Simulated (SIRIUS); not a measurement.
# Al (Fm-3m) in SIRIUS: convergence with k mesh

Aim: find how far k mesh must go before the results for Al settle, at PBEsol. This setting moves, with any that are tied to it; all else stays.

All numbers are computed with SIRIUS 7.12.0; they aren't measurements. Logs are shortened: lines on timing, memory, paths and dates and some standing lists are left out, and cuts for length are marked. The log counts tension as positive stress, the text compression.

### 1 The crystal as given

The structure is cubic, space group Fm-3m (No. 225). Conventional cell: a = 4.050 Å, b = 4.050 Å, c = 4.050 Å, α = 90.00°, β = 90.00°, γ = 90.00°. Al (site symmetry m-3m) is surrounded by 12 Al at 2.86 Å.

### 2 With k mesh 2 × 2 × 2

sirius.json reads:

```json
{
  "control": {
    "processing_unit": "cpu",
    "std_evp_solver_name": "lapack",
    "gen_evp_solver_name": "lapack",
    "verbosity": 2,
    "print_forces": true,
    "ortho_rf": true,
    "use_second_variation": true,
    "rmt_max": 3.0,
    "num_bands_to_print": 12,
    "save_wf": true
  },
  "parameters": {
    "electronic_structure_method": "full_potential_lapwlo",
    "xc_functionals": ["XC_GGA_X_PBE_SOL", "XC_GGA_C_PBE_SOL"],
    "core_relativity": "dirac",
    "valence_relativity": "iora",
    "num_fv_states": 12,
    "smearing": "fermi_dirac",
    "smearing_width": 0.0018374661,
    "pw_cutoff": 20,
    "gk_cutoff": 3.41,
    "lmax_apw": 10,
    "lmax_rho": 8,
    "lmax_pot": 8,
    "num_mag_dims": 0,
    "auto_rmt": 0,
    "ngridk": [2, 2, 2],
    "shiftk": [0, 0, 0],
    "num_dft_iter": 80,
    "energy_tol": 1e-07,
    "density_tol": 1e-05,
    "use_symmetry": true
  },
  "settings": {"tol_ne": 1e-10},
  "iterative_solver": {"type": "exact"},
  "mixer": {"type": "anderson", "beta": 0.5, "max_history": 8},
  "unit_cell": {
    "lattice_vectors": [[0.0, 3.8263269058, 3.8263269058], [3.8263269058, 0.0, 3.8263269058], [3.8263269058, 3.8263269058, 0.0]],
    "atom_types": ["Al"],
    "atom_files": {"Al": "Al.json"},
    "atoms": {"Al": [[0.0, 0.0, 0.0]]}
  }
}
```

Al.json reads:

```json
{
  "name": "aluminium",
  "symbol": "Al",
  "number": 13,
  "mass": 26.9815386,
  "rmin": 1e-06,
  "rmt": 2.29,
  "nrmt": 800,
  "rinf": 20.43,
  "core": "1s",
  "valence": [
    {"basis": [{"enu": 0.52, "dme": 0, "n": 0, "auto": 0}, {"enu": 0.52, "dme": 1, "n": 0, "auto": 0}]},
    {"l": 0, "n": 1, "basis": [{"enu": 0.5774, "dme": 0, "n": 0, "auto": 0}]},
    {"l": 1, "n": 2, "basis": [{"enu": 0.62, "dme": 0, "n": 0, "auto": 0}]},
    {"l": 2, "n": 3, "basis": [{"enu": 0.62, "dme": 0, "n": 0, "auto": 0}]},
    {"l": 3, "n": 4, "basis": [{"enu": 0.62, "dme": 0, "n": 0, "auto": 0}]}
  ],
  "lo": [
    {
      "l": 0,
      "basis": [{"enu": 0.5774, "dme": 0, "n": 0, "auto": 0}, {"enu": 0.5774, "dme": 1, "n": 0, "auto": 0}]
    },
    {
      "l": 0,
      "basis": [{"enu": -3.225, "dme": 0, "n": 2, "auto": 1}, {"enu": -3.225, "dme": 1, "n": 2, "auto": 1}]
    },
    {
      "l": 0,
      "basis": [{"enu": -3.225, "dme": 1, "n": 2, "auto": 1}, {"enu": 0.5774, "dme": 0, "n": 0, "auto": 0}]
    },
    {
      "l": 0,
      "basis": [{"enu": 0.5774, "dme": 0, "n": 0, "auto": 0}, {"enu": 3.6284, "dme": 0, "n": 0, "auto": 0}]
    },
    {"l": 1, "basis": [{"enu": 0.62, "dme": 0, "n": 0, "auto": 0}, {"enu": 0.62, "dme": 1, "n": 0, "auto": 0}]},
    {
      "l": 1,
      "basis": [{"enu": -1.8397, "dme": 0, "n": 2, "auto": 1}, {"enu": -1.8397, "dme": 1, "n": 2, "auto": 1}]
    },
    {
      "l": 1,
      "basis": [{"enu": -1.8397, "dme": 1, "n": 2, "auto": 1}, {"enu": 0.62, "dme": 0, "n": 0, "auto": 0}]
    },
    {"l": 1, "basis": [{"enu": 0.62, "dme": 0, "n": 0, "auto": 0}, {"enu": 4.1287, "dme": 0, "n": 0, "auto": 0}]},
    {"l": 2, "basis": [{"enu": 0.62, "dme": 0, "n": 0, "auto": 0}, {"enu": 0.62, "dme": 1, "n": 0, "auto": 0}]},
    {"l": 2, "basis": [{"enu": 0.62, "dme": 1, "n": 0, "auto": 0}, {"enu": 0.62, "dme": 2, "n": 0, "auto": 0}]},
    {"l": 2, "basis": [{"enu": 0.62, "dme": 0, "n": 0, "auto": 0}, {"enu": 3.5948, "dme": 0, "n": 0, "auto": 0}]},
    {"l": 3, "basis": [{"enu": 0.62, "dme": 0, "n": 0, "auto": 0}, {"enu": 0.62, "dme": 1, "n": 0, "auto": 0}]}
  ],
  "free_atom": [... radial grid and density of the free atom, the start of the SCF ...]
}
```

sirius_start.json reads:

```json
{
  "control": {
    "processing_unit": "cpu",
    "std_evp_solver_name": "lapack",
    "gen_evp_solver_name": "lapack",
    "verbosity": 1,
    "print_forces": false,
    "ortho_rf": true,
    "use_second_variation": true,
    "rmt_max": 3.0,
    "num_bands_to_print": 12,
    "save_wf": false
  },
  "parameters": {
    "electronic_structure_method": "full_potential_lapwlo",
    "xc_functionals": ["XC_LDA_X", "XC_LDA_C_PW"],
    "core_relativity": "dirac",
    "valence_relativity": "iora",
    "num_fv_states": 12,
    "smearing": "fermi_dirac",
    "smearing_width": 0.0055123983,
    "pw_cutoff": 20,
    "gk_cutoff": 2.72,
    "lmax_apw": 10,
    "lmax_rho": 8,
    "lmax_pot": 8,
    "num_mag_dims": 0,
    "auto_rmt": 0,
    "ngridk": [1, 1, 1],
    "shiftk": [0, 0, 0],
    "num_dft_iter": 30,
    "energy_tol": 0.01,
    "density_tol": 0.05,
    "use_symmetry": true
  },
  "settings": {"tol_ne": 1e-10},
  "iterative_solver": {"type": "exact"},
  "mixer": {"type": "anderson", "beta": 0.5, "max_history": 8},
  "unit_cell": {
    "lattice_vectors": [[0.0, 3.8263269058, 3.8263269058], [3.8263269058, 0.0, 3.8263269058], [3.8263269058, 3.8263269058, 0.0]],
    "atom_types": ["Al"],
    "atom_files": {"Al": "Al.json"},
    "atoms": {"Al": [[0.0, 0.0, 0.0]]}
  }
}
```

Potentials or basis: all-electron FP-LAPW, apw+lo standard.

Launch:

```bash
> OMP_NUM_THREADS=1 sirius.scf --input=sirius_start.json --output=start.json
> OMP_NUM_THREADS=1 sirius.scf --input=sirius.json --output=output.json --task=1
```

The program printed:

```text
[info] SIRIUS version : 7.12.0
[info] number of MPI ranks           : 1
[info] MPI grid                      : 1 1
[info] maximum number of OMP threads : 1
[fft] FFT context for density and potential
[fft] =====================================
[fft]   plane wave cutoff                     : 20
[fft]   grid size                             : 40 40 40   total : 64000
[fft]   grid limits                           : -19 20   -19 20   -19 20
[fft]   number of G-vectors within the cutoff : 15089
[fft]   number of G-shells                    : 438
[fft] FFT context for coarse grid
[fft] =====================================
[fft]   plane wave cutoff                     : 6.82
[fft]   grid size                             : 15 15 15   total : 3375
[fft]   grid limits                           : -7 7   -7 7   -7 7
[fft]   number of G-vectors within the cutoff : 609
[fft]   number of G-shells                    : 30
[unit cell] lattice vectors
[unit cell]   a1 :       0.0000000000      3.8263269058      3.8263269058
[unit cell]   a2 :       3.8263269058      0.0000000000      3.8263269058
[unit cell]   a3 :       3.8263269058      3.8263269058      0.0000000000
[unit cell] reciprocal lattice vectors
[unit cell]   b1 :      -0.8210465888      0.8210465888      0.8210465888
[unit cell]   b2 :       0.8210465888     -0.8210465888      0.8210465888
[unit cell]   b3 :       0.8210465888      0.8210465888     -0.8210465888
[unit cell] unit cell volume :       112.04080243 [a.u.^3]
[unit cell] 1/sqrt(omega)    :         0.09447391
[unit cell] MT volume        :        50.30313549 (44.90%)
[unit cell] IT volume        :        61.73766694 (55.10%)
[unit cell] number of atom types : 1
[unit cell] type id : 0 symbol : Al mt_radius :   2.290000 num_atoms : 1
[unit cell] total number of atoms : 1
[unit cell] number of symmetry classes : 1
[unit cell] atom id  type id  class id             position                      vector_field
[unit cell] ------------------------------------------------------------------------------------------
[unit cell]      0        0        0      0.00000   0.00000   0.00000      0.00000   0.00000   0.00000
[unit cell] atom id         position (Cartesian, a.u.)
[unit cell] ---------------------------------------------
[unit cell]      0       0.000000    0.000000    0.000000
[unit cell] class id : 0 atom id : 0
[unit cell] minimum bond length:     5.411243
[sym] space group number   : 225
[sym] international symbol : Fm-3m
[sym] Hall symbol          : -F 4 2 3
[sym] space group transformation matrix :
[sym]   0.0000  0.5000  0.5000
[sym]   0.5000  0.0000  0.5000
[sym]   0.5000  0.5000  0.0000
[... 198 lines left out ...]
[generate_radial_functions] Atom : Al, class id : 0
[generate_radial_functions] augmented waves
[generate_radial_functions] local orbitals
[generate_radial_functions] {l: 0, n: 2, enu: -3.53292, dme: 0, auto: 1}
[generate_radial_functions] {l: 0, n: 2, enu: -3.53292, dme: 1, auto: 1}
[generate_radial_functions] {l: 0, n: 2, enu: -3.53292, dme: 1, auto: 1}
[generate_radial_functions] {l: 1, n: 2, enu: -2.12512, dme: 0, auto: 1}
[generate_radial_functions] {l: 1, n: 2, enu: -2.12512, dme: 1, auto: 1}
[generate_radial_functions] {l: 1, n: 2, enu: -2.12512, dme: 1, auto: 1}
[diagonalize] Lowest band energies
[diagonalize] ik:    0   -3.532999   -2.124741   -2.124741   -2.124741   -0.154291    0.714856    0.714856    0.714856    0.768164    0.768164    0.768164    0.859083
[diagonalize] ik:    1   -3.532898   -2.125556   -2.124869   -2.124869    0.084908    0.093028    0.669664    0.669664    0.672543    0.672543    0.806495    0.812645
[diagonalize] ik:    2   -3.532865   -2.125516   -2.125059   -2.125059    0.146618    0.193822    0.447134    0.457221    0.457221    0.583645    1.179188    1.232738
[generate_core_charge_density] atom class : 0
[generate_core_charge_density]   n,l,k : 1 0 1  energy :         -54.98339029
[find] Total energy                   :    -242.37075858 (Ha),    -484.74151717 (Ry)
[find] iteration : 1, RMS (target) : 2.8809e-02 (1.0000e-05) , energy difference (target) : -1.4131e-04 (1.0000e-07)
[find] Total energy                   :    -242.37076904 (Ha),    -484.74153809 (Ry)
[find] iteration : 2, RMS (target) : 6.7591e-03 (1.0000e-05) , energy difference (target) : -1.0458e-05 (1.0000e-07)
[find] Total energy                   :    -242.37077030 (Ha),    -484.74154061 (Ry)
[find] iteration : 3, RMS (target) : 2.9000e-04 (1.0000e-05) , energy difference (target) : -1.2618e-06 (1.0000e-07)
[find] Total energy                   :    -242.37077040 (Ha),    -484.74154080 (Ry)
[find] iteration : 4, RMS (target) : 1.8243e-05 (1.0000e-05) , energy difference (target) : -9.5007e-08 (1.0000e-07)
[find] Charges and magnetic moments
[find] --------------------------------------------------------------------------------
[find] atom      charge    core leakage
[find] --------------------------------------------------------------------------------
[find]    0   11.369842    0.000000e+00
[find] total core leakage    : 0.00000000e+00
[find] interstitial charge   : 1.630158
[find] total charge          : 13.000000
[find] Energy
[find] --------------------------------------------------------------------------------
[find] valence_eval_sum               :     -19.56524510
[find] core_eval_sum                  :    -109.95138249
[find] kinetic energy                 :     242.65425046
[find] enuc                           :    -292.62545554
[find] <rho|V^{XC}>                   :     -23.65821251
[find] <rho|E^{XC}>                   :     -18.14323774
[find] <mag|B^{XC}>                   :       0.00000000
[find] <rho|V^{H}>                    :    -348.51266553
[find] smearing (-TS)                 :      -0.00000011
[find] SCF correction                 :       0.00000520
[find] Total energy                   :    -242.37077040 (Ha),    -484.74154079 (Ry)
[find] Free energy (E-TS)             :    -242.37077050 (Ha),    -484.74154100 (Ry)
[find] band gap (eV)                  :       0.00000000
[find] Efermi                         :       0.17140767
[find] iteration : 5, RMS (target) : 5.8158e-06 (1.0000e-05) , energy difference (target) : 3.7406e-09 (1.0000e-07)
[find] converged after 6 SCF iterations!
[find] Charges and magnetic moments
[find] --------------------------------------------------------------------------------
[find] atom      charge    core leakage
[find] --------------------------------------------------------------------------------
[find]    0   11.369842    0.000000e+00
[find] total core leakage    : 0.00000000e+00
[find] interstitial charge   : 1.630158
[find] total charge          : 13.000000
[find] Energy
[find] --------------------------------------------------------------------------------
[find] valence_eval_sum               :     -19.56524510
[find] core_eval_sum                  :    -109.95138249
[find] kinetic energy                 :     242.65425046
[find] enuc                           :    -292.62545554
[find] <rho|V^{XC}>                   :     -23.65821251
[find] <rho|E^{XC}>                   :     -18.14323774
[find] <mag|B^{XC}>                   :       0.00000000
[find] <rho|V^{H}>                    :    -348.51266553
[find] smearing (-TS)                 :      -0.00000011
[find] SCF correction                 :       0.00000520
[find] Total energy                   :    -242.37077040 (Ha),    -484.74154079 (Ry)
[find] Free energy (E-TS)             :    -242.37077050 (Ha),    -484.74154100 (Ry)
[find] band gap (eV)                  :       0.00000000
[find] Efermi                         :       0.17140767
[ground_state]
[ground_state] ==== total Forces in Ha/bohr =====
[ground_state] atom:    0, force:       0.0000000      0.0000000      0.0000000
[ground_state] ==== contribution from density =====
[ground_state] atom:    0, force:       0.0000000      0.0000000      0.0000000
[ground_state] ==== contribution from Hartree potential =====
[ground_state] atom:    0, force:       0.0000000      0.0000000      0.0000000
[ground_state] ==== contribution from IBS =====
[ground_state] atom:    0, force:       0.0000000      0.0000000      0.0000000
```

Wall time 9.8 s (1 thread of Arm Neoverse V1, shared host); peak memory 0.24 GiB.

What came out:

```yaml
Free_energy: -6595.2447 eV
Band_gap_on_the_k_mesh: none (metal or under the smearing width)
All_electrons_inside_the_program's_atomic_spheres: Al 11.37 (radii Al 2.29 bohr)
```

### 3 With k mesh 3 × 3 × 3

Edit sirius.json of step 2 so:

```diff
@@ -28,3 +28,3 @@
     "auto_rmt": 0,
-    "ngridk": [2, 2, 2],
+    "ngridk": [3, 3, 3],
     "shiftk": [0, 0, 0],
```

Al.json is that of step 2.

sirius_start.json is that of step 2.

Potentials or basis: all-electron FP-LAPW, apw+lo standard.

Launch:

```bash
> OMP_NUM_THREADS=1 sirius.scf --input=sirius_start.json --output=start.json
> OMP_NUM_THREADS=1 sirius.scf --input=sirius.json --output=output.json --task=1
```

Wall time 9.9 s (1 thread of Arm Neoverse V1, shared host); peak memory 0.24 GiB.

Results:

```yaml
Free_energy: -6594.0055 eV
Band_gap_on_the_k_mesh: none (metal or under the smearing width)
All_electrons_inside_the_program's_atomic_spheres: Al 11.36 (radii Al 2.29 bohr)
```

### 4 With k mesh 5 × 5 × 5

Edit sirius.json of step 3 so:

```diff
@@ -28,3 +28,3 @@
     "auto_rmt": 0,
-    "ngridk": [3, 3, 3],
+    "ngridk": [5, 5, 5],
     "shiftk": [0, 0, 0],
```

Al.json reads:

```json
{
  "name": "aluminium",
  "symbol": "Al",
  "number": 13,
  "mass": 26.9815386,
  "rmin": 1e-06,
  "rmt": 2.29,
  "nrmt": 800,
  "rinf": 20.43,
  "core": "1s",
  "valence": [
    {"basis": [{"enu": -0.01, "dme": 0, "n": 0, "auto": 0}, {"enu": -0.01, "dme": 1, "n": 0, "auto": 0}]},
    {"l": 0, "n": 1, "basis": [{"enu": 0.0473, "dme": 0, "n": 0, "auto": 0}]},
    {"l": 1, "n": 2, "basis": [{"enu": 0.09, "dme": 0, "n": 0, "auto": 0}]},
    {"l": 2, "n": 3, "basis": [{"enu": 0.09, "dme": 0, "n": 0, "auto": 0}]},
    {"l": 3, "n": 4, "basis": [{"enu": 0.09, "dme": 0, "n": 0, "auto": 0}]}
  ],
  "lo": [
    {
      "l": 0,
      "basis": [{"enu": 0.0473, "dme": 0, "n": 0, "auto": 0}, {"enu": 0.0473, "dme": 1, "n": 0, "auto": 0}]
    },
    {
      "l": 0,
      "basis": [{"enu": -3.755, "dme": 0, "n": 2, "auto": 1}, {"enu": -3.755, "dme": 1, "n": 2, "auto": 1}]
    },
    {
      "l": 0,
      "basis": [{"enu": -3.755, "dme": 1, "n": 2, "auto": 1}, {"enu": 0.0473, "dme": 0, "n": 0, "auto": 0}]
    },
    {
      "l": 0,
      "basis": [{"enu": 0.0473, "dme": 0, "n": 0, "auto": 0}, {"enu": 3.0984, "dme": 0, "n": 0, "auto": 0}]
    },
    {"l": 1, "basis": [{"enu": 0.09, "dme": 0, "n": 0, "auto": 0}, {"enu": 0.09, "dme": 1, "n": 0, "auto": 0}]},
    {
      "l": 1,
      "basis": [{"enu": -2.3697, "dme": 0, "n": 2, "auto": 1}, {"enu": -2.3697, "dme": 1, "n": 2, "auto": 1}]
    },
    {
      "l": 1,
      "basis": [{"enu": -2.3697, "dme": 1, "n": 2, "auto": 1}, {"enu": 0.09, "dme": 0, "n": 0, "auto": 0}]
    },
    {"l": 1, "basis": [{"enu": 0.09, "dme": 0, "n": 0, "auto": 0}, {"enu": 3.5987, "dme": 0, "n": 0, "auto": 0}]},
    {"l": 2, "basis": [{"enu": 0.09, "dme": 0, "n": 0, "auto": 0}, {"enu": 0.09, "dme": 1, "n": 0, "auto": 0}]},
    {"l": 2, "basis": [{"enu": 0.09, "dme": 1, "n": 0, "auto": 0}, {"enu": 0.09, "dme": 2, "n": 0, "auto": 0}]},
    {"l": 2, "basis": [{"enu": 0.09, "dme": 0, "n": 0, "auto": 0}, {"enu": 3.0648, "dme": 0, "n": 0, "auto": 0}]},
    {"l": 3, "basis": [{"enu": 0.09, "dme": 0, "n": 0, "auto": 0}, {"enu": 0.09, "dme": 1, "n": 0, "auto": 0}]}
  ],
  "free_atom": [... radial grid and density of the free atom, the start of the SCF ...]
}
```

Edit sirius_start.json of step 3 so:

```diff
@@ -28,3 +28,3 @@
     "auto_rmt": 0,
-    "ngridk": [1, 1, 1],
+    "ngridk": [2, 2, 2],
     "shiftk": [0, 0, 0],
```

Launch:

```bash
> OMP_NUM_THREADS=1 sirius.scf --input=sirius_start.json --output=start.json
> OMP_NUM_THREADS=1 sirius.scf --input=sirius.json --output=output.json --task=1
```

It took 10 s on 1 thread of Arm Neoverse V1, shared host; peak memory 0.24 GiB.

Results:

```yaml
Free_energy: -6594.5241 eV
Band_gap_on_the_k_mesh: none (metal or under the smearing width)
All_electrons_inside_the_program's_atomic_spheres: Al 11.38 (radii Al 2.29 bohr)
```

(Part 1 of 2 ends here.)
